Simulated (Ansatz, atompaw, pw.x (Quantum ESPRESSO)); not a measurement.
# cobalt (Co): one change to the PAW (atompaw) potential, in the atom and in the fcc crystal

```
Element                 : cobalt
Generator               : atompaw 4.2.0.5
Type                    : PAW
Functional              : PBEsol
Relativity              : scalar-relativistic
Frozen core             : [Ar]
Valence charge          : 9
Reference configuration : 3d7 4s2 4p0
Partial waves           : 4s (bound): rc 2.80 bohr; 4s channel at 0.65 Ry: rc 2.80 bohr; 4p (bound, empty): rc 2.80 bohr; 4p channel at 1.95 Ry: rc 2.80 bohr; 3d (bound): rc 1.45 bohr; 3d channel at 0.1 Ry: rc 1.45 bohr
Local potential         : bessel scheme, radius 2.45 bohr
Core correction         : smooth core density matched at 1.70 bohr
Augmentation charge     : besselshape compensation charge, radius 2.70 bohr; PAW radius 2.80 bohr; waves and projectors: custom rrkj gramschmidtortho
```

Change: local potential bessel scheme, radius 2.32 bohr.

Cutoffs, loose and tight: the cutoffs (Ry, on a coarse ladder) from which the occupation-weighted sum of valence levels, in a spherical-Bessel basis at the reference potential, stays within 10 and 1 mRy of its value at 400 Ry. They see the waves, projectors and local potential, not the compensation charge or the core.

Crystal test: fcc Co in pw.x 7.5, no spin, 16³ k-points, Fermi–Dirac smearing 0.01 Ry, cutoffs set for each file from its atomic test. The reference is all-electron LAPW (Ansatz 0.2.0) with the same functional, mesh and smearing; V0 and B0 come from Birch–Murnaghan fits to the pressures at five volumes. Errors are pseudo minus all-electron; Δ is the rms difference of the E(V) curves that follow from these fits, minima aligned, over ±6 % about the mean V0. Mesh and smearing are coarse, so the numbers serve the comparison and aren't converged zero-temperature values; the lattice is a test structure that the element need not adopt. Spin polarisation and strong correlation are left out, which matters for this element.

All-electron: a0 = 3.412 Å (V0 = 9.93 Å³/atom), B0 = 282.2 GPa.

Problem. Does the change bring the crystal closer to the all-electron result?

Solution. The mean pressure error goes from +3.74 to +1.05 GPa, so the change moves the solid closer to the all-electron pressures.

```
                 quantity       base    changed
           outcome (atom)  generated  generated
     cutoff, loose (atom)      50 Ry      50 Ry
     cutoff, tight (atom)      90 Ry      90 Ry
      bound ghosts (atom)       none       none
     cutoffs in pw.x (Ry)    110/900    110/900
                   a0 (Å)      3.425      3.415
             a0 error (%)      +0.40      +0.11
             B0 error (%)       +3.8       +3.0
             Δ (meV/atom)        7.8        2.3
mean pressure error (GPa)      +3.74      +1.05
```

Base: The largest radius (2.80 bohr) exceeds half the bond length (2.28 bohr), so the spheres overlap, which is one possible source of error among others. Changed file: The largest radius (2.80 bohr) exceeds half the bond length (2.28 bohr), so the spheres overlap, which is one possible source of error among others. The atomic cutoffs weigh occupied waves only.
